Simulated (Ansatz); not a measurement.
Runs of Ansatz 0.2.0 on MoS2. The cell holds a slab with vacuum, 3 atoms: a = 3.184 Å, b = 3.184 Å, c = 17.335 Å, α = 90.00°, β = 90.00°, γ = 120.00°. 

```tsv
potentials or basis	cutoff (eV)	basis error allowed	gap on the mesh (eV)	largest force (eV/Å)
all-electron LAPW, scalar-relativistic	241	0.002 eV/atom	1.73	0.15
all-electron LAPW, non-relativistic	242	0.002 eV/atom	1.72	(a)
all-electron PAW datasets made for the crystal	300	-	1.73	0.15
all-electron LAPW, inner shells corrected to Dirac's equation	241	0.002 eV/atom	1.73	0.15
```

Alike in all rows: task band structure; level PBEsol; no spin polarisation; cell as given; k mesh 10 × 10 × 2; smearing fermi-dirac 0.05 eV.

Question: Fill in the values left out.

Answer: (a) 0.01.

Caveats: relativity is left out, which matters for the heavier elements (some runs).

A k mesh can miss the band edges, and the runs leave out spin-orbit coupling on Mo.

The runs don't all hold the same shells in valence.
